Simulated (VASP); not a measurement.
# InPd (Pm-3m) in VASP: further runs

The runs below take InPd through relaxation of cell and atoms, with RPBE+D3, RPBE+D3(BJ), RPBE+D4, revPBE+D3.

All numbers are computed with VASP 6.6.1; they aren't measurements. Logs are shortened: lines on timing, memory, paths and dates and some standing lists are left out, and cuts for length are marked.

## Step 1: The structure

It takes space group Pm-3m (No. 221, cubic). Conventional cell: a = 3.272 Å, b = 3.272 Å, c = 3.272 Å, α = 90.00°, β = 90.00°, γ = 90.00°. In (site symmetry m-3m) is surrounded by 8 Pd at 2.83 Å. Pd (site symmetry m-3m) has 8 In at 2.83 Å as nearest neighbours.

The cell comes from a database or a generator and needn't be the stable form of this composition.

## Step 2: Relaxation of cell and atoms, RPBE+D3

The input, INCAR:

```
SYSTEM = InPd
ALGO     = Fast           ! electronic algorithm
EDIFF    = 1E-6           ! SCF threshold, eV
EDIFFG   = -0.01          ! ionic threshold
ENCUT    = 600            ! plane-wave cutoff, eV
GGA      = RP             ! functional
IBRION   = 2              ! ionic algorithm
ISIF     = 3              ! what is computed and relaxed
ISMEAR   = -1             ! smearing method
IVDW     = 11             ! dispersion correction
LASPH    = .TRUE.         ! aspherical terms in the spheres
LCHARG   = .FALSE.        ! write CHGCAR
LREAL    = .FALSE.        ! projectors in reciprocal space
LWAVE    = .FALSE.        ! write WAVECAR
NELM     = 100            ! most SCF steps
NSW      = 40             ! ionic steps
PREC     = Accurate       ! precision mode
SIGMA    = 0.05           ! smearing width, eV
```

The input, KPOINTS:

```
k-points
0
G
  8 8 8
  0 0 0
```

The input, POSCAR:

```
InPd
1.0
    3.2718847800      0.0000000000      0.0000000000
    0.0000000000      3.2718847800      0.0000000000
    0.0000000000      0.0000000000      3.2718847800
In Pd
1 1
Direct
    0.0000000000      0.0000000000      0.0000000000
    0.5000000000      0.5000000000      0.5000000000
```

Potentials or basis: VASP PAW PBE potentials, release 64 (In_d, Pd).

Started as:

```sh
$ cat potpaw_PBE.64/In_d/POTCAR potpaw_PBE.64/Pd/POTCAR > POTCAR
$ mpirun -np 1 vasp_std > vasp.out
```

OUTCAR:

```text
SYSTEM = InPd
   EDIFF = 1E-6
   EDIFFG = -0.01
   ENCUT = 600
   GGA = RP
   IBRION = 2
   ISIF = 3
   ISMEAR = -1
   IVDW = 11
   LASPH = .TRUE.
   LREAL = .FALSE.
   NELM = 100
   NSW = 40
   PREC = Accurate
 IVDW          = 11

 ion  position               nearest neighbor table
   1  0.000  0.000  0.000-   2 2.83   2 2.83   2 2.83   2 2.83   2 2.83   2 2.83   2 2.83   2 2.83

   2  0.500  0.500  0.500-   1 2.83   1 2.83   1 2.83   1 2.83   1 2.83   1 2.83   1 2.83   1 2.83

  LATTYP: Found a simple cubic cell.
 ALAT       =     3.2718847800

  Lattice vectors:

 A1 = (   3.2718847800,   0.0000000000,   0.0000000000)
 A2 = (   0.0000000000,   3.2718847800,   0.0000000000)
 A3 = (   0.0000000000,   0.0000000000,   3.2718847800)

Analysis of symmetry for initial positions (statically):
=====================================================================
 Subroutine PRICEL returns:
 Original cell was already a primitive cell.

 Routine SETGRP: Setting up the symmetry group for a
 simple cubic supercell.

 Subroutine GETGRP returns: Found 48 space group operations
 (whereof 48 operations were pure point group operations)
 out of a pool of 48 trial point group operations.

The static configuration has the point symmetry O_h .

Analysis of symmetry for dynamics (positions and initial velocities):
=====================================================================
 Subroutine PRICEL returns:
 Original cell was already a primitive cell.

 Routine SETGRP: Setting up the symmetry group for a
 simple cubic supercell.

 Subroutine GETGRP returns: Found 48 space group operations
 (whereof 48 operations were pure point group operations)
 out of a pool of 48 trial point group operations.

The dynamic configuration has the point symmetry O_h .

 Subroutine INISYM returns: Found 48 space group operations
 (whereof 48 operations are pure point group operations),
 and found     1 'primitive' translations

----------------------------------------------------------------------------------------

                                     Primitive cell

  volume of cell :      35.0263

  direct lattice vectors                    reciprocal lattice vectors
     3.271884780  0.000000000  0.000000000     0.305634234  0.000000000  0.000000000
     0.000000000  3.271884780  0.000000000     0.000000000  0.305634234  0.000000000
     0.000000000  0.000000000  3.271884780     0.000000000  0.000000000  0.305634234

  length of vectors
     3.271884780  3.271884780  3.271884780     0.305634234  0.305634234  0.305634234

  position of ions in fractional coordinates (direct lattice)
     0.000000000  0.000000000  0.000000000
     0.500000000  0.500000000  0.500000000

  ion indices of the primitive-cell ions
   primitive index   ion index
                 1           1
                 2           2

----------------------------------------------------------------------------------------

 KPOINTS: k-points

Automatic generation of k-mesh.
 Grid dimensions read from file:
 generate k-points for:    8    8    8

 Generating k-lattice:

  Cartesian coordinates                     Fractional coordinates (reciprocal lattice)
     0.038204279  0.000000000  0.000000000     0.125000000  0.000000000  0.000000000
     0.000000000  0.038204279  0.000000000     0.000000000  0.125000000  0.000000000
     0.000000000  0.000000000  0.038204279     0.000000000  0.000000000  0.125000000

  Length of vectors
     0.038204279  0.038204279  0.038204279

  Shift w.r.t. Gamma in fractional coordinates (k-lattice)
     0.000000000  0.000000000  0.000000000

 Subroutine IBZKPT returns following result:
 ===========================================

 Found     35 irreducible k-points:

 Following reciprocal coordinates:
            Coordinates               Weight
  0.000000  0.000000  0.000000      1.000000
  0.125000  0.000000  0.000000      6.000000
  0.250000  0.000000  0.000000      6.000000
  0.375000  0.000000  0.000000      6.000000
  0.500000  0.000000  0.000000      3.000000
  0.125000  0.125000  0.000000     12.000000
[... 38 lines left out ...]
  Thomas-Fermi vector in A             =   2.543589
   LORBIT       =      0    0 simple, 1 ext, 2 COOP (PROOUT), +10 PAW based schemes
   GGA     = RP    functional components
   LHFCALC =     F    Hartree Fock is set to
   AEXX    =    0.0000 exact exchange contribution
   IVDW    =    11    specifies the selected vdW correction
   LEPSILON=     F    determine dielectric tensor
   LRPA    =     F    only Hartree local field effects (RPA)
 conjugate gradient relaxation of ions
 non-spin polarized calculation
 RMM-DIIS sequential band-by-band and
  energy-cutoff  :      600.00
  volume of cell :       35.03
 maximum number of plane-waves:      1189
 NGX is ok and might be reduce to    28
   NGX = 13   NGY = 13   NGZ = 13

--------------------------------------- Ionic step        1  -------------------------------------------

 number of electron      23.0000010 magnetization

 Free energy of the ion-electron system (eV)
  ---------------------------------------------------
  ext. energy  EPLUGINS =         0.00000000
  ---------------------------------------------------
  free energy    TOTEN  =        -7.71315778 eV

  energy without entropy =       -7.70312010  energy(sigma->0) =       -7.70813894

------------------------ aborting loop because EDIFF is reached ----------------------------------------

 Edisp (eV)   -1.22495

 E8    (eV) :    -0.3378

  FORCE on cell =-STRESS in cart. coord.  units (eV):
  Direction    XX          YY          ZZ          XY          YZ          ZX
  --------------------------------------------------------------------------------------
  -------------------------------------------------------------------------------------
  Total       0.75338     0.75338     0.75338     0.00000    -0.00000     0.00000
  in kB      34.46133    34.46133    34.46133     0.00000    -0.00000     0.00000
  external pressure =       34.46 kB  Pullay stress =        0.00 kB
[... 21 lines left out ...]
  energy  without entropy=       -8.9280683157  energy(sigma->0) =       -8.93308716

--------------------------------------- Ionic step        2  -------------------------------------------

 number of electron      23.0000000 magnetization

 E-fermi :   9.7270     XC(G=0): -11.8251

 val. band max:        9.6724398140   @ k =   0.3750   0.2500   0.1250
 cond. band min:       9.7315857974   @ k =   0.3750   0.3750   0.1250
 fundamental gap:      0.0591459834
 Fermi energy:         9.7269591780

 k-point     1 :       0.0000    0.0000    0.0000
  band No.  band energies     occupation
      1      -5.0927      2.00000
      2      -5.0927      2.00000
      3      -4.7462      2.00000
      4      -4.7462      2.00000
      5      -4.7462      2.00000
      6       0.2004      2.00000
      7       6.2393      2.00000
      8       6.2393      2.00000
      9       7.6514      2.00000
     10       7.6514      2.00000
     11       7.6514      2.00000
     12      13.9670      0.00000
     13      13.9670      0.00000
     14      13.9670      0.00000
     15      18.6347      0.00000
[... 451 lines left out ...]
  energy  without entropy=       -8.9328677197  energy(sigma->0) =       -8.93789712

--------------------------------------- Ionic step        3  -------------------------------------------

 number of electron      23.0000002 magnetization

 Free energy of the ion-electron system (eV)
  ---------------------------------------------------
  ext. energy  EPLUGINS =         0.00000000
  ---------------------------------------------------
  free energy    TOTEN  =        -7.74782995 eV

  energy without entropy =       -7.73775066  energy(sigma->0) =       -7.74279030

 E-fermi :  10.0730     XC(G=0): -11.9581

 val. band max:       10.0653151052   @ k =   0.3750   0.3750   0.1250
 cond. band min:      10.3528351238   @ k =   0.5000   0.3750   0.3750
 fundamental gap:      0.2875200186
 Fermi energy:        10.0729667374

 k-point     1 :       0.0000    0.0000    0.0000
  band No.  band energies     occupation
      1      -4.7954      2.00000
      2      -4.7954      2.00000
      3      -4.4239      2.00000
      4      -4.4239      2.00000
      5      -4.4239      2.00000
      6       0.3621      2.00000
      7       6.4768      2.00000
      8       6.4768      2.00000
      9       7.9454      2.00000
     10       7.9454      2.00000
     11       7.9454      2.00000
     12      14.3549      0.00000
     13      14.3549      0.00000
     14      14.3549      0.00000
     15      19.2792      0.00000
[... 447 lines left out ...]
  FREE ENERGIE OF THE ION-ELECTRON SYSTEM (eV)
  ---------------------------------------------------
  free  energy   TOTEN  =        -8.9493862682 eV

  energy  without entropy=       -8.9393069734  energy(sigma->0) =       -8.94434662

 reached required accuracy - stopping structural energy minimisation
```

Wall time 62 s (1 thread of AMD EPYC 7R13 (Zen 3), shared host); peak memory 0.15 GiB.

What came out:

- Free energy: -8.9494 eV
- Relaxed volume: 18.06 Å³/atom
- Relaxed cell: a = 3.305 Å, b = 3.305 Å, c = 3.305 Å, α = 90.00°, β = 90.00°, γ = 90.00°
- Space group after relaxing (to 0.05 Å): Pm-3m (No. 221)
- Energy gained by relaxing: 5.6 meV/atom
- Ionic steps: 3
- Pressure after relaxing: 0.0 GPa
- Band gap on the k mesh: none (metal or under the smearing width)
- Dispersion energy per atom: -0.601 eV

The path:
```
step  energy change (eV)  largest force (eV/Å)  pressure (GPa)  volume (Å³)
   1              0.0000                0.0000            3.45        35.03
   2             -0.0048                0.0000           -2.35        36.97
   3             -0.0113                0.0000            0.00        36.11
```

Final structure:
```cif
data_structure
_symmetry_space_group_name_H-M 'P 1'
_symmetry_Int_Tables_number 1
_cell_length_a 3.3053
_cell_length_b 3.3053
_cell_length_c 3.3053
_cell_angle_alpha 90.000
_cell_angle_beta 90.000
_cell_angle_gamma 90.000
_cell_volume 36.11
loop_
_atom_site_label
_atom_site_type_symbol
_atom_site_fract_x
_atom_site_fract_y
_atom_site_fract_z
_atom_site_occupancy
In1 In 0.00000 0.00000 0.00000 1
Pd1 Pd 0.50000 0.50000 0.50000 1
```

Levels at points of the mesh, in eV from the Fermi level:
```csv
k point,band 9,band 10,band 11,band 12,band 13,band 14,band 15
"(0.00, 0.00, 0.00)",-2.13,-2.13,-2.13,4.28,4.28,4.28,9.21
"(0.50, 0.00, 0.00)",-3.05,-3.05,-2.19,-1.01,9.42,9.42,9.82
"(0.50, 0.50, 0.00)",-2.52,-2.12,-2.12,-1.58,1.41,2.48,9.40
"(0.50, 0.50, 0.50)",-1.54,-1.54,-0.04,3.83,3.83,3.83,4.35
```

Caveat: the PAW data sets were made with another functional, which shifts forces and pressure a little; pairwise dispersion overbinds metals, which lowers pressure and volume.

## Step 3: Relaxation of cell and atoms, RPBE+D3(BJ)

The input, INCAR:

```
SYSTEM = InPd
PREC = Accurate
ENCUT = 600
EDIFF = 1E-6
ISMEAR = -1
SIGMA = 0.05
LREAL = .False.
LASPH = .True.
NELM = 60
ALGO = Normal
ISIF = 3
LWAVE = .False.
LCHARG = .False.
GGA = RP
IVDW = 12
IBRION = 2
NSW = 60
EDIFFG = -0.02
```

The input, KPOINTS:

```
Automatic mesh
0
Gamma
  8 8 8
  0 0 0
```

POSCAR is that of step 2.

Potentials or basis: VASP PAW PBE potentials, release 64 (In_d, Pd).

Started as:

```sh
$ cat potpaw_PBE.64/In_d/POTCAR potpaw_PBE.64/Pd/POTCAR > POTCAR
$ mpirun -np 1 vasp_std > vasp.out
```

It took 1.7 min on 1 thread of AMD EPYC 7R13 (Zen 3), shared host; peak memory 0.16 GiB.

It converged, with:

| Quantity | Value |
| --- | --- |
| Free energy | -14.4949 eV |
| Relaxed volume | 14.85 Å³/atom |
| Relaxed cell | a = 3.097 Å, b = 3.097 Å, c = 3.097 Å, α = 90.00°, β = 90.00°, γ = 90.00° |
| Space group after relaxing (to 0.05 Å) | Pm-3m (No. 221) |
| Energy gained by relaxing | 258.2 meV/atom |
| Ionic steps | 5 |
| Pressure after relaxing | 0.0 GPa |
| Band gap on the k mesh | none (metal or under the smearing width) |
| Dispersion energy per atom | -3.758 eV |

Step by step:
| step | energy change (eV) | largest force (eV/Å) | pressure (GPa) | volume (Å³) |
| --- | --- | --- | --- | --- |
| 1 | 0.0000 | 0.0000 | -26.35 | 35.03 |
| 2 | 1.8280 | 0.0000 | 134.72 | 22.36 |
| 3 | -0.5122 | 0.0000 | -3.18 | 30.11 |
| 4 | -0.5158 | 0.0000 | -1.15 | 29.85 |
| 5 | -0.5164 | 0.0000 | -0.02 | 29.71 |

Final structure:
```yaml
crystal:
  lattice:
    - [3.09706, 0.00000, 0.00000]
    - [0.00000, 3.09706, 0.00000]
    - [0.00000, 0.00000, 3.09706]
  atoms:
    - { symbol: In, position: [0.00000, 0.00000, 0.00000] }
    - { symbol: Pd, position: [0.50000, 0.50000, 0.50000] }
```

Levels at points of the mesh, in eV from the Fermi level:
| k point | band 10 | band 11 | band 12 | band 13 | band 14 | band 15 |
| --- | --- | --- | --- | --- | --- | --- |
| (0.00, 0.00, 0.00) | -2.63 | -2.63 | 4.60 | 4.60 | 4.60 | 11.83 |
| (0.50, 0.00, 0.00) | -3.96 | -2.79 | -1.18 | 10.50 | 11.22 | 11.22 |
| (0.50, 0.50, 0.00) | -2.92 | -2.92 | -1.93 | 2.45 | 3.19 | 10.85 |
| (0.50, 0.50, 0.50) | -1.88 | 0.81 | 4.11 | 4.11 | 4.11 | 5.18 |

Caveat: the volume moved by over 15 % at a fixed basis, so the end points are rough; the PAW data sets were made with another functional, which shifts forces and pressure a little; pairwise dispersion overbinds metals, which lowers pressure and volume.

## Step 4: Relaxation of cell and atoms, RPBE+D4

The input, INCAR:

```
SYSTEM = InPd
PREC = Accurate
ENCUT = 600
EDIFF = 1E-6
ISMEAR = -1
SIGMA = 0.05
LREAL = .FALSE.
LASPH = .TRUE.
NELM = 100
ALGO = Normal
ISIF = 3
LWAVE = .FALSE.
LCHARG = .FALSE.
GGA = RP
IVDW = 13
IBRION = 2
NSW = 60
EDIFFG = -0.02
```

The input, KPOINTS:

```
regular mesh
0
G
  8 8 8
  0 0 0
```

POSCAR is that of step 3.

Started as:

```sh
$ cat potpaw_PBE.64/In_d/POTCAR potpaw_PBE.64/Pd/POTCAR > POTCAR
$ mpirun -np 1 vasp_std > vasp.out
```

It took 47 s on 1 thread of AMD EPYC 7R13 (Zen 3), shared host; peak memory 0.14 GiB.

Results (log left out):

| Item | Value |
| --- | --- |
| Free energy | -9.4350 eV |
| Relaxed volume | 17.47 Å³/atom |
| Relaxed cell | a = 3.269 Å, b = 3.269 Å, c = 3.269 Å, α = 90.00°, β = 90.00°, γ = 90.00° |
| Space group after relaxing (to 0.05 Å) | Pm-3m (No. 221) |
| Energy gained by relaxing | 0.0 meV/atom |
| Ionic steps | 3 |
| Pressure after relaxing | 0.0 GPa |
| Band gap on the k mesh | none (metal or under the smearing width) |
| Dispersion energy per atom | -0.863 eV |

Final structure:
```
CELL_PARAMETERS angstrom
3.26920 0.00000 0.00000
0.00000 3.26920 0.00000
0.00000 0.00000 3.26920
ATOMIC_POSITIONS crystal
In 0.00000 0.00000 0.00000
Pd 0.50000 0.50000 0.50000
```

Levels at points of the mesh, in eV from the Fermi level:
| k point | band 9 | band 10 | band 11 | band 12 | band 13 | band 14 | band 15 |
| --- | --- | --- | --- | --- | --- | --- | --- |
| (0.00, 0.00, 0.00) | -2.20 | -2.20 | -2.20 | 4.34 | 4.34 | 4.34 | 9.63 |
| (0.50, 0.00, 0.00) | -3.19 | -3.19 | -2.28 | -1.04 | 9.70 | 9.70 | 9.93 |
| (0.50, 0.50, 0.00) | -2.62 | -2.24 | -2.24 | -1.63 | 1.57 | 2.58 | 9.64 |
| (0.50, 0.50, 0.50) | -1.59 | -1.59 | 0.10 | 3.87 | 3.87 | 3.87 | 4.49 |

Caveat: the PAW data sets were made with another functional, which shifts forces and pressure a little; pairwise dispersion overbinds metals, which lowers pressure and volume.

## Step 5: Relaxation of cell and atoms, revPBE+D3

The input, INCAR:

```
SYSTEM = InPd
PREC = Accurate
ENCUT = 600
EDIFF = 1E-6
ISMEAR = -1
SIGMA = 0.05
LREAL = .FALSE.
LASPH = .TRUE.
NELM = 80
ALGO = Normal
ISIF = 3
LWAVE = .FALSE.
LCHARG = .FALSE.
GGA = RE
IVDW = 11
IBRION = 2
NSW = 60
EDIFFG = -0.005
```

The input, KPOINTS:

```
Automatic mesh
0
G
  8 8 8
  0 0 0
```

POSCAR is that of step 4.

Started as:

```sh
$ cat potpaw_PBE.64/In_d/POTCAR potpaw_PBE.64/Pd/POTCAR > POTCAR
$ mpirun -np 1 vasp_std > vasp.out
```

It took 63 s on 1 thread of AMD EPYC 7R13 (Zen 3), shared host; peak memory 0.15 GiB.

Results (log left out):

```
Free energy                            : -9.2871 eV
Relaxed volume                         : 17.64 Å³/atom
Relaxed cell                           : a = 3.280 Å, b = 3.280 Å, c = 3.280 Å, α = 90.00°, β = 90.00°, γ = 90.00°
Space group after relaxing (to 0.05 Å) : Pm-3m (No. 221)
Energy gained by relaxing              : 0.3 meV/atom
Ionic steps                            : 5
Pressure after relaxing                : 0.0 GPa
Band gap on the k mesh                 : none (metal or under the smearing width)
Dispersion energy per atom             : -0.681 eV
```

The path:
| step | energy change (eV) | largest force (eV/Å) | pressure (GPa) | volume (Å³) |
| --- | --- | --- | --- | --- |
| 1 | 0.0000 | 0.0000 | 0.73 | 35.03 |
| 2 | -0.0002 | 0.0000 | -0.52 | 35.43 |
| 3 | -0.0005 | 0.0000 | 0.12 | 35.26 |
| 4 | -0.0005 | 0.0000 | -0.12 | 35.29 |
| 5 | -0.0005 | 0.0000 | -0.02 | 35.28 |

Final structure:
```xyz
2
Lattice="3.2796 0.0000 0.0000 0.0000 3.2796 0.0000 0.0000 0.0000 3.2796" Properties=species:S:1:pos:R:3 pbc="T T T"
In    0.0000    0.0000    0.0000
Pd    1.6398    1.6398    1.6398
```

Levels at points of the mesh, in eV from the Fermi level:
| k point | band 10 | band 11 | band 12 | band 13 | band 14 | band 15 |
| --- | --- | --- | --- | --- | --- | --- |
| (0.00, 0.00, 0.00) | -2.18 | -2.18 | 4.31 | 4.31 | 4.31 | 9.49 |
| (0.50, 0.00, 0.00) | -3.15 | -2.25 | -1.03 | 9.61 | 9.61 | 9.91 |
| (0.50, 0.50, 0.00) | -2.21 | -2.21 | -1.61 | 1.52 | 2.55 | 9.55 |
| (0.50, 0.50, 0.50) | -1.57 | 0.03 | 3.86 | 3.86 | 3.86 | 4.45 |

Caveat: the PAW data sets were made with another functional, which shifts forces and pressure a little; pairwise dispersion overbinds metals, which lowers pressure and volume.

## Step 6: Overview

| level | gap on the mesh (eV) | pressure (GPa) | relaxed volume (Å³/atom) |
| --- | --- | --- | --- |
| RPBE+D3 | none | 0.0 | 18.06 |
| RPBE+D3(BJ) | none | 0.0 | 14.85 |
| RPBE+D4 | none | 0.0 | 17.47 |
| revPBE+D3 | none | 0.0 | 17.64 |

Alike in all rows: task relaxation of cell and atoms; potentials or basis VASP PAW PBE potentials, release 64 (In_d, Pd); no spin polarisation; cell relaxed; k mesh 8 × 8 × 8; cutoff (eV) 600; smearing fermi-dirac 0.05 eV.

Caveats: the PAW data sets were made with another functional, which shifts forces and pressure a little; pairwise dispersion overbinds metals, which lowers pressure and volume; the volume moved by over 15 % at a fixed basis, so the end points are rough (some runs).

Absolute energies hang on the potentials; compare differences alone.
